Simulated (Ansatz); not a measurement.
All-electron equations of state of elemental crystals

All-electron LAPW (Ansatz 0.2.0), scalar-relativistic, no spin, Fermi–Dirac smearing 0.136 eV, k-meshes of 8 to 18 points an axis; Birch–Murnaghan fits to pressures. Some or most of these lattices are hypothetical for the element, and V0 is the minimum nearest the starting volume; lattices without a usable fit are left out; mesh and smearing are coarse, and magnetic elements are treated as non-magnetic.

```json
{"element": "F", "lattice": "bcc", "functional": "LDA", "V0 (Å³/atom)": "8.50", "B0 (GPa)": "97", "B′": "5.4", "k-points per axis": "18"}
{"element": "F", "lattice": "bcc", "functional": "PBEsol", "V0 (Å³/atom)": "9.31", "B0 (GPa)": "67", "B′": "5.7", "k-points per axis": "17"}
{"element": "F", "lattice": "diamond", "functional": "LDA", "V0 (Å³/atom)": "12.74", "B0 (GPa)": "59", "B′": "5.2", "k-points per axis": "10"}
{"element": "F", "lattice": "diamond", "functional": "PBE", "V0 (Å³/atom)": "14.79", "B0 (GPa)": "35", "B′": "5.4", "k-points per axis": "9"}
{"element": "F", "lattice": "diamond", "functional": "PBEsol", "V0 (Å³/atom)": "13.83", "B0 (GPa)": "43", "B′": "5.4", "k-points per axis": "10"}
{"element": "F", "lattice": "fcc", "functional": "PBE", "V0 (Å³/atom)": "10.43", "B0 (GPa)": "43", "B′": "5.9", "k-points per axis": "16"}
{"element": "F", "lattice": "fcc", "functional": "PBEsol", "V0 (Å³/atom)": "9.37", "B0 (GPa)": "63", "B′": "5.8", "k-points per axis": "17"}
{"element": "F", "lattice": "sc", "functional": "LDA", "V0 (Å³/atom)": "9.11", "B0 (GPa)": "102", "B′": "5.3", "k-points per axis": "16"}
{"element": "F", "lattice": "sc", "functional": "PBE", "V0 (Å³/atom)": "10.67", "B0 (GPa)": "57", "B′": "5.6", "k-points per axis": "15"}
{"element": "F", "lattice": "sc", "functional": "PBEsol", "V0 (Å³/atom)": "9.84", "B0 (GPa)": "75", "B′": "5.5", "k-points per axis": "15"}
```

**Question.** Give V0 and B0 for bcc F in PBE.

**Answer.** 10.31 Å³/atom and 46.8 GPa.

**Question.** Give V0 and B0 for fcc F in LDA.

**Answer.** 8.51 Å³/atom and 94.1 GPa.
